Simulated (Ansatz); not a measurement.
# Zr2O: the cost of one run

Computed with Ansatz 0.2.0 (DFT PBE, scalar-relativistic, plane waves, PAW, unless a step's input says otherwise).

### 1 Starting point

Symmetry: Fd-3m, No. 227, cubic system. The conventional cell has a = 7.623 Å, b = 7.623 Å, c = 7.623 Å, α = 90.00°, β = 90.00°, γ = 90.00°. Zr (site symmetry -3m) has 6 Zr at 2.70 Å and 6 O at 3.16 Å as nearest neighbours. O (site symmetry -43m) is surrounded by 12 Zr at 3.16 Å.

Structure file:

```cif
data_structure
_symmetry_space_group_name_H-M 'P 1'
_symmetry_Int_Tables_number 1
_cell_length_a 5.3902
_cell_length_b 5.3902
_cell_length_c 5.3902
_cell_angle_alpha 60.000
_cell_angle_beta 60.000
_cell_angle_gamma 60.000
_cell_volume 110.74
loop_
_atom_site_label
_atom_site_type_symbol
_atom_site_fract_x
_atom_site_fract_y
_atom_site_fract_z
_atom_site_occupancy
Zr1 Zr 0.62500 0.12500 0.62500 1
Zr2 Zr 0.62500 0.62500 0.12500 1
Zr3 Zr 0.12500 0.62500 0.62500 1
Zr4 Zr 0.62500 0.62500 0.62500 1
O1 O 0.25000 0.25000 0.25000 1
O2 O 0.00000 0.00000 0.00000 1
```

Recipe of the guess: species swapped into a database cell of PrMg2 (Fd-3m, No. 227), with O on the Pr sites and Zr on the Mg sites. Lengths come from tabulated atomic sizes and are only a guess.

### 2 Probe: one point on a coarse mesh

The input, input.yaml:

```yaml
crystal:
  lattice:
    - [0.0, 3.81146267, 3.81146267]
    - [3.81146267, 0.0, 3.81146267]
    - [3.81146267, 3.81146267, 0.0]
  atoms:
    - { symbol: Zr, position: [0.625, 0.125, 0.625] }
    - { symbol: Zr, position: [0.625, 0.625, 0.125] }
    - { symbol: Zr, position: [0.125, 0.625, 0.625] }
    - { symbol: Zr, position: [0.625, 0.625, 0.625] }
    - { symbol: O, position: [0.25, 0.25, 0.25] }
    - { symbol: O, position: [0.0, 0.0, 0.0] }
basis:
  ecutwfc: 420
kpoints:
  mp_grid: { grid: [4, 4, 4] }
hamiltonian:
  xc: pbe
scf:
  occupations: { method: gaussian, width: 0.1 }
  lower_state_search: "off"
output:
  forces: true
  stress: true
  eigenvalues: true
```

Started as:

```
ansatz run input.yaml --threads 1 --pin off --max-ram 2560MiB --backend cpu --events-out ev --progress --plain --runs-dir out
```

Q: Estimate wall time and peak memory on 1 thread of Intel Xeon Platinum 8488C (Sapphire Rapids), shared host.

About 1.6 s, with a peak of 0.44 GiB.
